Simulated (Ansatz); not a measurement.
Method: DFT PBE, scalar-relativistic, plane waves, PAW (Ansatz). Settings of the last relaxation (12-atom cell): 420 eV, 4×4×4 k points, Gaussian smearing of 0.02 eV, no spin polarisation.

The zero of energy is the elements' standard structures at the same level (O₂ as a molecule); no fitted shifts are applied.

**Question.** Give a relaxed trial structure of a monoclinic wide-gap insulator with formula HfSi₃O₈, with a gap near 5.1 eV, a formation energy near −2.88 eV/atom and a density near 2.96 g/cm³, in a cell of 12 atoms. Its symmetry should be C2 (No. 5).

**Answer.** HfSi₃O₈, space group C2 (No. 5). Hf is surrounded by 4 O at 1.94–1.95 Å; Si on a site of symmetry 1 has 4 O at 1.62–1.63 Å; Si on a site of symmetry 2 is surrounded by 4 O at 1.63 Å; around O on its first site lie 1 Si at 1.62 Å and 1 Hf at 1.95 Å; 3 more sites not described.

```xyz
12
Lattice="3.7653 -3.8344 0.0000 3.7653 3.8344 0.0000 -0.0061 0.0000 7.5922" Properties=species:S:1:pos:R:3 pbc="T T T"
Hf    3.7653   -3.6816    0.0000
Si    2.0599    1.9193    2.0403
Si    5.4646    1.9193    5.5520
Si    3.7623   -0.1735    3.7961
O     3.2019    2.9730    1.5663
O     2.9191   -1.1406    4.7950
O     1.4538    1.2442    0.6821
O     4.8206    0.7623    4.6033
O     6.0707    1.2442    6.9101
O     2.7039    0.7623    2.9889
O     4.3226    2.9730    6.0259
O     4.6054   -1.1406    2.7972
```

| Property | Result |
| --- | --- |
| Volume per atom | 18.27 Å³ |
| Density | 2.96 g/cm³ |
| Energy over the elements | −2.880 eV/atom |
| Gap on the 4×4×4 mesh of the 12-atom cell | 5.11 eV |

The cell was found from a structure generator's guess, not taken from experiment. Other answers may fit too; this one was computed.

Spin–orbit coupling, which can matter for Hf, is left out. Kohn–Sham gaps at this level usually fall short of measured ones. This cell was reached by moving the atoms of another relaxed cell at random and relaxing again, last within the group found; it had no such test of its own.
